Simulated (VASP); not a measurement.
A run of VASP 6.6.1 is set up as follows.

Contents of INCAR:

```
PREC = Accurate
ENCUT = 520
EDIFF = 1E-7
ISMEAR = -1
SIGMA = 0.05
LREAL = Auto
LASPH = T
NELM = 100
ALGO = Normal
ISIF = 2
LWAVE = F
LCHARG = T
GGA = PE
IVDW = 12
LELF = T
LVHAR = T
NBANDS = 34
```

KPOINTS

```
Automatic mesh
0
Gamma
  1 1 1
```

Contents of POSCAR:

```
H11NO4
1.0
    5.4175020000      0.0000000000      0.0000000000
    0.0000000000      5.4175020000      0.0000000000
    0.0000000000      0.0000000000      5.4175020000
O H N
4 11 1
Direct
    0.2938808329      0.6385969031      0.8330407631
    0.6851128066      0.5808396564      0.4558373952
    0.9322008557      1.0065893838      0.6540283695
    0.8799996751      0.2075679898      0.1483155890
    0.1795661543      0.7487399174      0.7485368718
    0.4341299736      0.6506688876      0.7313518297
    0.5758742683      0.7214025948      0.3820764625
    0.5909919369      0.4261189013      0.4591045836
    0.9095335821      1.0880845083      0.5013565293
    0.8656203542      0.8310472243      0.6067925771
    0.8926623377      0.3886292982      0.1652791268
    0.9247804615      0.1571573024     -0.0192893330
    0.5179693519      1.0586059774      0.2091369786
    0.2813658398      0.8606549661      0.1839962403
    0.3090538776      1.0086936747      0.4573325492
    0.4052236621      0.9427776861      0.3095522623
```

Potentials or basis: VASP PAW PBE potentials, release 64 (O, H, N).

Run with:

```bash
$ cat potpaw_PBE.64/O/POTCAR potpaw_PBE.64/H/POTCAR potpaw_PBE.64/N/POTCAR > POTCAR
$ mpirun -np 1 vasp_gam > vasp.out
```

**Question.** Predict the dispersion energy per atom.

**Answer.** -0.034 eV.

**Question.** What does it give for the pressure?

**Answer.** -0.3 GPa.

Stress tensor (GPa, compression positive):
```
 1.14 -2.41 -0.67
-2.41 -2.28 -2.24
-0.67 -2.24  0.31
```
